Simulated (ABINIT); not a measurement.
# As (Pm-3m) in ABINIT: band structure with PBEsol

Aim: the band structure of As with PBEsol.

Program: ABINIT 10.8.3 (patched build). These are calculated values, not measurements. Logs are shortened: lines on timing, memory, paths and dates and some standing lists are left out, and cuts for length are marked. The log counts tension as positive stress, the text compression.

## (1) The structure

The structure is cubic, space group Pm-3m (No. 221). The conventional cell has a = 2.704 Å, b = 2.704 Å, c = 2.704 Å, α = 90.00°, β = 90.00°, γ = 90.00°. Around As (site symmetry m-3m) lie 6 As at 2.70 Å.

This isn't the form of As at room conditions, which is rhombohedral.

## (2) Band structure, PBEsol

File run.abi:

```
# Datasets: ground state, then fixed potential
ndtset 2

# Pseudopotentials
pp_dirpath "./"
pseudos "As.upf"

# Structure
acell 3*1.0
rprim
     5.1092180251     0.0000000000     0.0000000000
     0.0000000000     5.1092180251     0.0000000000
     0.0000000000     0.0000000000     5.1092180251
ntypat 1
znucl 33
natom 1
typat 1
xred
     0.5000000000     0.5000000000     0.5000000000

# Plane-wave basis
ecut 42.0

# Exchange and correlation
ixc -116133

# Bands and occupations
occopt 3
tsmear 0.00183747

# SCF cycle
nstep 100

# Output
iomode 3
prtwf 0
prteig 0
prtebands 0
enunit 1
prtden1 1
prtvha1 1
prtvclmb1 1
prtpot1 1
prtelf1 1

# Dataset 1
kptopt1 1
ngkpt1 10 10 10
nshiftk1 1
shiftk1 0.0 0.0 0.0
nband1 12
tolvrs1 1.0e-10

# Dataset 2: bands along G-X-M-G-R-X
iscf2 -2
getden2 1
nband2 18
nbdbuf2 4
tolwfr2 1.0e-11
kptopt2 -5
ndivsm2 5
prteig2 1
prtvol2 -3
kptbounds2
     0.0000000000     0.0000000000     0.0000000000
     0.0000000000     0.5000000000     0.0000000000
     0.5000000000     0.5000000000     0.0000000000
     0.0000000000     0.0000000000     0.0000000000
     0.5000000000     0.5000000000     0.5000000000
     0.0000000000     0.5000000000     0.0000000000
```

Potentials or basis: PseudoDojo NC SR PBEsol v0.4.1 standard.

On the command line:

```
> abinit run.abi > log 2>&1
```

run.abo:

```text
.Version 10.8.3 of ABINIT
 DATASET    1 : space group Pm -3 m (#221); Bravais cP (primitive cubic)
================================================================================
 Values of the parameters that define the memory need for DATASET  1.
     intxc =       0    ionmov =       0      iscf =       7    lmnmax =       6
     lnmax =       6     mgfft =      30  mpssoang =       3    mqgrid =    3001
     natom =       1  nloc_mem =       1    nspden =       1   nspinor =       1
    nsppol =       1      nsym =      48    n1xccc =    2501    ntypat =       1
    occopt =       3   xclevel =       2
       mpw =        1763          nfft =       27000          nkpt =          56
================================================================================
================================================================================

 DATASET    2 : space group Pm -3 m (#221); Bravais cP (primitive cubic)
================================================================================
 Values of the parameters that define the memory need for DATASET  2.
     intxc =       0    ionmov =       0      iscf =      -2    lmnmax =       6
     lnmax =       6     mgfft =      30  mpssoang =       3    mqgrid =    3001
     natom =       1  nloc_mem =       1    nspden =       1   nspinor =       1
    nsppol =       1      nsym =      48    n1xccc =    2501    ntypat =       1
    occopt =       3   xclevel =       2
       mpw =        1763          nfft =       27000          nkpt =          34
================================================================================
================================================================================

--------------------------------------------------------------------------------
------------- Echo of variables that govern the present computation ------------
--------------------------------------------------------------------------------
 -outvars: echo values of preprocessed input variables --------
            acell      1.0000000000E+00  1.0000000000E+00  1.0000000000E+00 Bohr
              amu      7.49215900E+01
             ecut      4.20000000E+01 Hartree
           enunit           1
           getden1          0
           getden2          1
             iscf1          7
             iscf2         -2
              ixc     -116133
           jdtset        1    2
           kptopt1          1
           kptopt2         -5
         kptrlatt       10    0    0      0   10    0      0    0   10
          kptrlen1     5.10921803E+01
          kptrlen2     3.00000000E+01
            natom           1
[... 468 lines left out ...]

--- !ResultsGS
iteration_state: {dtset: 2, }
comment   : Summary of ground state results
lattice_vectors:
- [  5.1092180,   0.0000000,   0.0000000, ]
- [  0.0000000,   5.1092180,   0.0000000, ]
- [  0.0000000,   0.0000000,   5.1092180, ]
lattice_lengths: [   5.10922,    5.10922,    5.10922, ]
lattice_angles: [ 90.000,  90.000,  90.000, ] # degrees, (23, 13, 12)
lattice_volume:   1.3337158E+02
convergence: {deltae:  0.000E+00, res2:  0.000E+00, residm:  9.986E-12, diffor:  0.000E+00, }
etotal    :  -1.05930551E+02
entropy   :   0.00000000E+00
fermie    :   2.18431079E-01
cartesian_stress_tensor: null
pressure_GPa: null
xred      :
- [  5.0000E-01,   5.0000E-01,   5.0000E-01, As]
cartesian_forces: null
force_length_stats: {min: null, max: null, mean: null, }
...

 Integrated electronic density in atomic spheres:
 ------------------------------------------------
 Atom  Sphere_radius  Integrated_density
    1        2.00000         12.25386287
================================================================================

 ----iterations are completed or convergence reached----

 Mean square residual over all n,k,spin=   44.575E-13; max=  99.863E-13
 reduced coordinates (array xred) for    1 atoms
       0.500000000000      0.500000000000      0.500000000000

 cartesian coordinates (angstrom) at end:
    1      1.35184087129177     1.35184087129177     1.35184087129177
 length scales=  1.000000000000  1.000000000000  1.000000000000 bohr
              =  0.529177210544  0.529177210544  0.529177210544 angstroms
 Eigenvalues (   eV  ) for nkpt=  34  k points:
 kpt#   1, nband= 18, wtk=  1.00000, kpt=  0.0000  0.0000  0.0000 (reduced coord)
 -30.03884  -30.03884  -29.93957  -29.93957  -29.93957   -8.98859   10.14687   10.14687
  10.14687   14.60918   14.60918   16.39575   32.31959   32.31959   32.31959   32.99660
  32.99660   32.99660
 kpt#   2, nband= 18, wtk=  1.00000, kpt=  0.0000  0.1000  0.0000 (reduced coord)
 -30.03844  -30.03010  -29.94211  -29.94211  -29.93937   -8.80442    8.09767   10.30858
  10.30858   14.77891   15.76224   17.80245   29.25926   29.25926   31.23951   31.50231
  32.47238   33.90417
 kpt#   3, nband= 18, wtk=  1.00000, kpt=  0.0000  0.2000  0.0000 (reduced coord)
 -30.03739  -30.00723  -29.94873  -29.94873  -29.93884   -8.26174    5.02276   10.77029
  10.77029   15.27682   16.51867   21.50404   26.12924   26.12924   28.27098   28.73791
  32.93093   34.47159
 kpt#   4, nband= 18, wtk=  1.00000, kpt=  0.0000  0.3000  0.0000 (reduced coord)
 -30.03609  -29.97894  -29.95691  -29.95691  -29.93819   -7.40516    2.21676   11.44549
  11.44549   16.05385   17.46731   23.52788   23.52788   23.79889   25.52123   28.46541
  33.59945   35.29698
 kpt#   5, nband= 18, wtk=  1.00000, kpt=  0.0000  0.4000  0.0000 (reduced coord)
[... 105 lines left out ...]
   8.68966   13.81112   15.12210   21.61415   25.57400   26.94831   28.59203   30.87901
  31.97268   38.46095
 kpt#  32, nband= 18, wtk=  1.00000, kpt=  0.1429  0.5000  0.1429 (reduced coord)
 -30.00865  -29.97206  -29.97157  -29.94748  -29.93653   -5.08176   -0.24874    9.35436
  10.25045   15.59352   16.90841   21.96993   23.71296   27.03585   27.42670   28.23170
  31.53871   37.49147
 kpt#  33, nband= 18, wtk=  1.00000, kpt=  0.0714  0.5000  0.0714 (reduced coord)
 -30.02783  -29.96765  -29.96750  -29.94446  -29.94003   -5.64467   -0.77798   11.28639
  11.73119   17.80951   18.94087   19.06171   21.82819   23.60883   24.89324   31.27718
  36.52271   36.87446
 kpt#  34, nband= 18, wtk=  1.00000, kpt=  0.0000  0.5000  0.0000 (reduced coord)
 -30.03463  -29.96605  -29.96605  -29.94729  -29.93746   -5.83344   -0.95767   12.43909
  12.43909   17.42184   20.02570   20.81607   20.98852   20.98852   22.56962   34.67342
  36.70641   36.71001

== END DATASET(S) ==============================================================
================================================================================

 -outvars: echo values of variables after computation  --------
            acell      1.0000000000E+00  1.0000000000E+00  1.0000000000E+00 Bohr
           etotal1    -1.0593055099E+02
            fcart1    -0.0000000000E+00 -0.0000000000E+00 -0.0000000000E+00
            rprim      5.1092180251E+00  0.0000000000E+00  0.0000000000E+00
                       0.0000000000E+00  5.1092180251E+00  0.0000000000E+00
                       0.0000000000E+00  0.0000000000E+00  5.1092180251E+00
           strten1     5.1744825823E-05  5.1744825823E-05  5.1744825823E-05
                       0.0000000000E+00  0.0000000000E+00  0.0000000000E+00
           xangst      1.3518408713E+00  1.3518408713E+00  1.3518408713E+00
             xred      5.0000000000E-01  5.0000000000E-01  5.0000000000E-01
 Calculation completed.
```

Wall time 27 s (1 thread of Arm Neoverse V2, shared host); peak memory 0.1 GiB.

Results:

| Item | Value |
| --- | --- |
| Free energy | -2882.5171 eV |
| Pressure | -1.5 GPa |
| Band gap on the k mesh | none (metal or under the smearing width) |
| Valence electrons inside the program's atomic spheres | As 12.25 (radii [1.0584] Å) |

Levels at the corners of the path, in eV from the Fermi level:
```
point  band 5  band 6  band 7  band 8  band 9  band 10
    Γ  -35.88  -14.93    4.20    4.20    4.20     8.67
    X  -35.88  -11.78   -6.90    6.50    6.50    11.48
    M  -35.84   -8.50   -4.21   -4.21    2.49     8.65
    Γ  -35.88  -14.93    4.20    4.20    4.20     8.67
    R  -35.84   -4.89   -1.75   -1.75   -1.75     5.99
    X  -35.88  -11.78   -6.90    6.50    6.50    11.48
```

## (3) The reference run

An earlier run on the cell as given: functional PBEsol; potentials or basis PseudoDojo NC SR PBEsol v0.4.1 standard; cutoff 1143 eV; k mesh 10 × 10 × 10; occupations fermi-dirac, width 0.05 eV; no spin polarisation.

- Pressure: -1.5 GPa
- Band gap on the k mesh: none (metal or under the smearing width)
- Valence electrons inside the program's atomic spheres: As 12.25 (radii [1.0584] Å)
